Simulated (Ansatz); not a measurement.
# ZrN (Fm-3m) in Ansatz: further runs

Runs on ZrN. Level: PBE. Tasks: single point.

Everything below comes from runs of Ansatz 0.2.0. Logs are shortened: lines on timing, memory, paths and dates and some standing lists are left out, and cuts for length are marked.

## Step 1: The crystal as given

It takes space group Fm-3m (No. 225, cubic). The conventional cell has a = 4.600 Å, b = 4.600 Å, c = 4.600 Å, α = 90.00°, β = 90.00°, γ = 90.00°. Zr (site symmetry m-3m) has 6 N at 2.30 Å as nearest neighbours. Around N (site symmetry m-3m) lie 6 Zr at 2.30 Å.

## Step 2: Single point, PBE

input.yaml reads:

```yaml
crystal:
  lattice:
    - [0.0, 2.3, 2.3]
    - [2.3, 0.0, 2.3]
    - [2.3, 2.3, 0.0]
  atoms:
    - { symbol: Zr, position: [0.5, 0.5, 0.5] }
    - { symbol: "N", position: [0.0, 0.0, 0.0] }
kpoints:
  mp_grid: { grid: [4, 4, 4] }
scf:
  occupations: { method: fermi_dirac, width: 0.06 }
hamiltonian:
  xc: pbe
  pseudopotentials: { kind: all_electron, lapw: { basis_error: 0.004 } }
output:
  forces: true
  stress: true
  eigenvalues: true
```

Potentials or basis: all-electron LAPW, scalar-relativistic.

Started as:

```
$ ansatz run input.yaml --threads 1 --pin off --max-ram 3072MiB --backend cpu --events-out ev --progress --plain --runs-dir out
```

What it wrote:

```text
Warning: RAYON_NUM_THREADS=1 ignored (pool sized by the plan → 1); use --threads N
LAPW: plane waves up to 7.917 Å⁻¹, error target 4.0e-3 eV per atom; small_component_spin mean_spin; N in spheres of 1.049 Å, 7 of its electrons in bands, Dirac shells []; Zr in spheres of 1.251 Å, 30 of its electrons in bands, Dirac shells [] (how accurate: hamiltonian.pseudopotentials.lapw.basis_error, Limitations)
Engine: ansatz 0.2.0, aarch64-unknown-linux-gnu
Pseudopotentials: kind: all_electron
Pseudopotential: Zr, LAPW, valence charge 30, lapw/all_electron/scalar/gaussian/Zr, Koelling and Harmon's equation, gaussian nucleus
Pseudopotential: N, LAPW, valence charge 7, lapw/all_electron/scalar/gaussian/N, Koelling and Harmon's equation, gaussian nucleus
Functional definition: PBE
  parameter kappa = 0.804
  parameter beta = 0.06672455060314922
  exchange = pbe_x(kappa = kappa, mu = beta*pi^2/3)
  correlation = pbe_c(beta = beta)
Crystal: 2 atoms, lattice volume = 24.334 Å³
Basis set: ecut = 238.8264503530897 eV, 181 PW (Γ), exchange–correlation at level 2
Bands: 23, of which v1, the nominal top of the filled ones, is band 19 counted from 1 (18 counted from 0)
Symmetry: 48 space group operations
Space group: Fm-3m (ITA 225), of the structure as read, at distance tolerance 2.9e-5 Å
k-points: 8 of 64
Non-local potential: Zr, projectors of the file, none
Non-local potential: N, projectors of the file, none
Initial density: superposition of atomic densities (chi_scale 0.1, normalization cell, long waves kept (reshape's long-wave potential 0.00 eV rms))
Initial wavefunctions: plane waves of lowest kinetic energy (no species holds an atomic orbital)
Functional: x = pbe(κ = 0.804, μ = 0.2195149727645171), c = pbe(β = 0.06672455060314922)
iter 1 solved again at ethr=1.20e-2 eV; its pass at ethr=1.00e-1 eV (dr2=4.44e0 eV) is discarded
SCF iter   1: F=—  HF=-99422.723765 eV  |F-HF|=—  |Δ(HF+E_count)|=         —  Δρ=1.16e-1  dr2=4.44e0  ethr=1.20e-2  ⟨swp⟩=2.1  Hψ=1220  notcnv=0
preconditioner: auto → none  [insulator: Δε(μ)=0.713 eV  Ē_g=19.402 eV  σ=0.060 eV  W_gap=0.96  n_scr=14 (ndim 8)  ℏωp=29.2 eV  f_vac=0.000  D(μ)=0.50/eV (n_scr^D=0)  ε∞_Penn≈3.3]
SCF iter   2: F=—  HF=-99422.062734 eV  |F-HF|=—  |Δ(HF+E_count)|=   6.61e-1  Δρ=8.02e-2  dr2=1.95e0  ethr=1.20e-2  ⟨swp⟩=3.0  Hψ=537  notcnv=0
iter 3 solved again at ethr=2.26e-4 eV; its pass at ethr=5.28e-3 eV (dr2=8.38e-2 eV) is discarded
SCF iter   3: F=—  HF=-99420.723927 eV  |F-HF|=—  |Δ(HF+E_count)|=    1.34e0  Δρ=1.61e-2  dr2=8.39e-2  ethr=2.26e-4  ⟨swp⟩=2.0  Hψ=902  notcnv=0
SCF iter   4: F=—  HF=-99420.773960 eV  |F-HF|=—  |Δ(HF+E_count)|=   5.00e-2  Δρ=2.12e-2  dr2=1.53e-1  ethr=2.26e-4  ⟨swp⟩=2.4  Hψ=595  notcnv=0  recentre
SCF iter   5: F=—  HF=-99420.708024 eV  |F-HF|=—  |Δ(HF+E_count)|=   6.59e-2  Δρ=3.66e-3  dr2=3.92e-3  ethr=2.26e-4  ⟨swp⟩=2.1  Hψ=561  notcnv=0
SCF iter   6: F=—  HF=-99420.707818 eV  |F-HF|=—  |Δ(HF+E_count)|=   2.06e-4  Δρ=9.32e-4  dr2=2.27e-4  ethr=1.06e-5  ⟨swp⟩=2.0  Hψ=553  notcnv=0
SCF iter   7: F=—  HF=-99420.707782 eV  |F-HF|=—  |Δ(HF+E_count)|=   3.63e-5  Δρ=1.36e-4  dr2=3.26e-6  ethr=6.13e-7  ⟨swp⟩=2.0  Hψ=553  notcnv=0
SCF iter   8: F=—  HF=-99420.707763 eV  |F-HF|=—  |Δ(HF+E_count)|=   1.82e-5  Δρ=1.73e-5  dr2=5.71e-8  ethr=8.82e-9  ⟨swp⟩=2.4  Hψ=558  notcnv=0
SCF iter   9: F=-99420.707763 eV  HF=-99420.707763 eV  |F-HF|=3.64e-10  |Δ(HF+E_count)|=   6.38e-8  Δρ=1.09e-6  dr2=2.18e-10  ethr=1.54e-10  ⟨swp⟩=2.9  Hψ=569  notcnv=0
SCF 1 converged in 9 iterations: F = -99420.707763 eV  dr2 = 2.18e-10
SCF converged after 9 iterations
Free energy (F): -99420.707763 eV
Harris-Foulkes:  -99420.707763 eV  (|F-HF|=3.64e-10)
Internal energy: -99420.689442 eV  (E = F + TS)
E sigma→0 (E₀):  -99420.698603 eV
Entropy (-TS):   -0.018322 eV (-9.161 meV/atom)
Fermi energy:    18.819575 eV
--- Per-component energies (eV) ---
  E_band       = -4737.366905
  E_kinetic    = 102638.778238
  E_xc         = -3300.070685
  E_electrostatic = -198759.396995  (all electrons and nuclei)
  E_smearing   = -0.018322  (= −TS)
  E_closure    = 0.000000  (closes the sum)
  E_atoms      = -99401.554055  (free atoms, spherical and without spin; not in F)
  Σ components = -99420.707763   (vs F -99420.707763, Δ=0.00e0)
  Basis errors (estimates in eV, not in F): energy 1.4e-3 per atom: plane waves 1.3e-3 (7.6e-4 summed), levels above the bands 3.8e-25, relativity 5.7e-8, radial functions 8.3e-5, core shells 7.2e-14; eigenvalues (radial functions only) 9.6e-6; not estimated: angular momenta, meshes, grids; target (lapw.basis_error) 4.0e-3; muffin-tin radii N 1.049 Å, Zr 1.251 Å
--- Forces (eV/Å), atoms counted from 1 ---
  atom   1  Zr    -0.00000000    -0.00000000     0.00000000
  atom   2  N      0.00000000     0.00000000    -0.00000000
  max |Σ_I F_I| component: 5.63e-31 eV/Å
--- Stress (GPa, compression-positive) ---
       -0.534239      -0.000000       0.000000
       -0.000000      -0.534239       0.000000
        0.000000       0.000000      -0.534239
  P = ⅓ Tr σ = -0.5342 GPa (-5.342 kbar)
--- Band table (eV; the first three rows and the last of 8) ---
  k-point 0: bands = ["-380.2062", "-358.1518", "-293.0871", "-293.0871", "-293.0871", "-150.2483", "-150.2483", "-150.2457", "-150.2457", "-150.2457", "-30.3963", "-8.0276", "-8.0276", "-8.0276", "2.9949", "16.5885", "16.5885", "16.5885", "18.8311", "18.8311", "18.8311", "20.7823", "20.7823"]
  k-point 1: bands = ["-380.2062", "-358.1518", "-293.0871", "-293.0871", "-293.0871", "-150.2483", "-150.2483", "-150.2457", "-150.2457", "-150.2457", "-30.3293", "-8.6169", "-8.0736", "-8.0736", "4.0283", "13.6372", "14.6720", "14.6720", "19.8492", "20.2921", "20.2921", "23.8726", "23.8726"]
  k-point 2: bands = ["-380.2062", "-358.1518", "-293.0871", "-293.0871", "-293.0871", "-150.2483", "-150.2483", "-150.2457", "-150.2457", "-150.2457", "-30.2612", "-9.1450", "-8.1188", "-8.1188", "5.1534", "11.6199", "13.5876", "13.5876", "22.1999", "22.2624", "22.2624", "23.9300", "26.8302"]
  k-point 7: bands = ["-380.2062", "-358.1518", "-293.0871", "-293.0871", "-293.0871", "-150.2483", "-150.2483", "-150.2457", "-150.2457", "-150.2457", "-30.2174", "-8.6514", "-8.6514", "-8.4319", "4.1169", "13.8368", "14.4977", "14.4977", "20.2355", "20.2355", "23.6956", "23.7560", "25.0573"]
```

It took 1.9 s on 1 thread of Arm Neoverse V1, shared host; peak memory 0.21 GiB.

Results:

```
Free energy            : -99420.7078 eV
Pressure               : -0.5 GPa
Band gap on the k mesh : none (metal or under the smearing width)
```

Levels at points of the mesh, in eV from the Fermi level:
```
             k point  band 16  band 17  band 18  band 19  band 20  band 21
  (0.00, 0.00, 0.00)    -2.23    -2.23    -2.23     0.01     0.01     0.01
 (0.00, 0.00, -0.50)    -7.20    -5.23    -5.23     3.38     3.44     3.44
(0.00, -0.50, -0.50)    -4.16    -3.03    -2.74    -2.74     3.72     4.87
```

Caveat: the k mesh is coarse (spacing up to 0.59 Å⁻¹), so the values aren't converged; the k mesh is thin for a metal, which can move the energy by tens of meV per atom.

## Step 3: Single point, PBE

input.yaml reads:

```yaml
crystal:
  lattice:
    - [0.0, 2.3, 2.3]
    - [2.3, 0.0, 2.3]
    - [2.3, 2.3, 0.0]
  atoms:
    - { symbol: Zr, position: [0.5, 0.5, 0.5] }
    - { symbol: "N", position: [0.0, 0.0, 0.0] }
kpoints:
  mp_grid: { grid: [10, 10, 10] }
scf:
  occupations: { method: gaussian, width: 0.013 }
hamiltonian:
  xc: pbe
  pseudopotentials: { kind: all_electron, lapw: { basis_error: 0.001 } }
output:
  forces: true
  stress: true
  eigenvalues: true
```

Potentials or basis: all-electron LAPW, scalar-relativistic.

Started as:

```
$ ansatz run input.yaml --threads 1 --pin off --max-ram 3072MiB --backend cpu --events-out ev --progress --plain --runs-dir out
```

Wall time 7.9 s (1 thread of Arm Neoverse V1, shared host); peak memory 0.29 GiB.

Results (log left out):

```
Free energy            : -99420.7143 eV
Pressure               : -0.8 GPa
Band gap on the k mesh : none (metal or under the smearing width)
```

Levels at points of the mesh, in eV from the Fermi level:
```
             k point  band 16  band 17  band 18  band 19  band 20  band 21  band 22  band 23
  (0.00, 0.00, 0.00)    -2.69    -2.69    -2.69    -0.43    -0.43    -0.43     1.53     1.53
 (0.00, 0.00, -0.50)    -7.65    -5.68    -5.68     2.94     3.01     3.01     4.67     7.57
(0.00, -0.50, -0.50)    -4.61    -3.47    -3.20    -3.20     3.29     4.43     4.43     4.82
```

## Step 4: Single point, PBE

Changes to input.yaml since step 3:

```diff
@@ -11,3 +11,3 @@
 scf:
-  occupations: { method: gaussian, width: 0.013 }
+  occupations: { method: gaussian, width: 0.025 }
 hamiltonian:
```

Started as:

```
$ ansatz run input.yaml --threads 1 --pin off --max-ram 3072MiB --backend cpu --events-out ev --progress --plain --runs-dir out
```

It took 7.9 s on 1 thread of Arm Neoverse V1, shared host; peak memory 0.29 GiB.

The run converged. Its results:

| Quantity | Value |
| --- | --- |
| Free energy | -99420.7145 eV |
| Pressure | -0.8 GPa |
| Band gap on the k mesh | none (metal or under the smearing width) |

Levels at points of the mesh, in eV from the Fermi level:
```
             k point  band 17  band 18  band 19  band 20  band 21  band 22
  (0.00, 0.00, 0.00)    -2.69    -2.69    -0.43    -0.43    -0.43     1.53
 (0.00, 0.00, -0.50)    -5.68    -5.68     2.94     3.01     3.01     4.67
(0.00, -0.50, -0.50)    -3.47    -3.20    -3.20     3.29     4.44     4.44
```

## Step 5: The runs side by side

```tsv
k mesh	cutoff (eV)	smearing	basis error allowed	mesh quality	gap on the mesh (eV)	pressure (GPa)
4 × 4 × 4	239	fermi-dirac 0.06 eV	0.004 eV/atom	coarse	none	-0.5
10 × 10 × 10	281	gaussian 0.013 eV	0.001 eV/atom	not flagged	none	-0.8
10 × 10 × 10	281	gaussian 0.025 eV	0.001 eV/atom	not flagged	none	-0.8
```

Alike in all rows: task single point; level PBE; potentials or basis all-electron LAPW, scalar-relativistic; no spin polarisation; cell as given.

Caveats: some runs use coarse meshes; the k mesh is thin for a metal, which can move the energy by tens of meV per atom (some runs).

Compare energies only between runs with the same functional and basis.
